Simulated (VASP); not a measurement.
# TiO2: band structure with PBE

Crystal: TiO2.

```
Ti O
1.0
     4.81270    0.00000    0.00000
     0.00000    4.87188    0.00000
    -0.86289    0.00000    4.96659
Ti O
4 8
Direct
  0.27744 0.05281 0.21315
  0.72256 0.55281 0.28685
  0.72256 0.94719 0.78685
  0.27744 0.44719 0.71315
  0.06384 0.17697 0.85156
  0.93616 0.67697 0.64844
  0.93616 0.82303 0.14844
  0.06384 0.32303 0.35156
  0.44536 0.75763 0.46677
  0.55464 0.25763 0.03323
  0.55464 0.24237 0.53323
  0.44536 0.74237 0.96677
```

The cell comes from a database or a generator and needn't be the stable form of this composition.

```
Program                : VASP 6.6.1
Task                   : band structure
Functional             : PBE
Potentials or basis    : VASP PAW PBE potentials, release 64 (Ti_pv, O)
Cutoff                 : 900 eV
k mesh                 : 5 × 5 × 5
Occupations            : fermi-dirac, width 0.05 eV
Spin                   : no spin polarisation
Further INCAR settings : ALGO = Normal; EDIFF = 1e-06
```

* Pressure: 5.6 GPa
* Largest force: 0.119 eV/Å
* Band gap on the k mesh: 2.29 eV, indirect (least direct gap 2.34 eV)
* Band gap along the path: 2.25 eV, indirect (least direct gap 2.30 eV)

Forces on the atoms (eV/Å):
```
Ti   0.055  0.046  0.095
Ti  -0.055  0.046 -0.095
Ti  -0.055 -0.046 -0.095
Ti   0.055 -0.046  0.095
O   -0.033  0.015 -0.077
O    0.033  0.015  0.077
O    0.033 -0.015  0.077
O   -0.033 -0.015 -0.077
O   -0.071  0.008  0.014
O    0.071  0.008 -0.014
O    0.071 -0.008 -0.014
O   -0.071 -0.008  0.014
```

Stress tensor (GPa, compression positive):
```
5.56 0.00 0.04
0.00 5.62 0.00
0.04 0.00 5.70
```

Levels at the corners of the path, in eV from the valence-band top:
| point | band 42 | band 43 | band 44 | band 45 | band 46 | band 47 |
| --- | --- | --- | --- | --- | --- | --- |
| Γ | -0.55 | -0.02 | 0.00 | 2.39 | 2.49 | 2.86 |
| Y | -1.08 | -0.41 | -0.41 | 2.60 | 2.60 | 2.80 |
| Y | -1.08 | -0.41 | -0.41 | 2.60 | 2.60 | 2.80 |
| H | -0.86 | -0.77 | -0.43 | 2.33 | 2.33 | 3.10 |
| H | -0.86 | -0.77 | -0.43 | 2.33 | 2.33 | 3.10 |
| C | -1.08 | -0.64 | -0.64 | 2.32 | 2.32 | 3.21 |
| C | -1.08 | -0.64 | -0.64 | 2.32 | 2.32 | 3.21 |
| E | -1.18 | -0.92 | -0.92 | 2.51 | 2.51 | 2.84 |
| E | -1.18 | -0.92 | -0.92 | 2.51 | 2.51 | 2.84 |
| M1 | -1.18 | -0.85 | -0.85 | 2.52 | 2.52 | 2.82 |
| M1 | -1.18 | -0.85 | -0.85 | 2.52 | 2.52 | 2.82 |
| A | -0.96 | -0.75 | -0.75 | 2.65 | 2.65 | 2.91 |
| A | -0.96 | -0.75 | -0.75 | 2.65 | 2.65 | 2.91 |
| X | -0.73 | -0.51 | -0.08 | 2.25 | 2.81 | 2.81 |
| X | -0.73 | -0.51 | -0.08 | 2.25 | 2.81 | 2.81 |
| H1 | -0.86 | -0.77 | -0.43 | 2.33 | 2.33 | 3.10 |
| M | -1.18 | -0.85 | -0.85 | 2.52 | 2.52 | 2.82 |
| D | -1.12 | -0.84 | -0.84 | 2.62 | 2.62 | 2.75 |
| D | -1.12 | -0.84 | -0.84 | 2.62 | 2.62 | 2.75 |
| Z | -0.94 | -0.37 | -0.37 | 2.78 | 2.78 | 3.11 |
| Y | -1.08 | -0.41 | -0.41 | 2.60 | 2.60 | 2.80 |
| D | -1.12 | -0.84 | -0.84 | 2.62 | 2.62 | 2.75 |

Run time: 19 min on 1 thread of Intel(R) Xeon(R) 6975P-C (Granite Rapids), with other jobs on the host, peak memory 0.78 GiB.
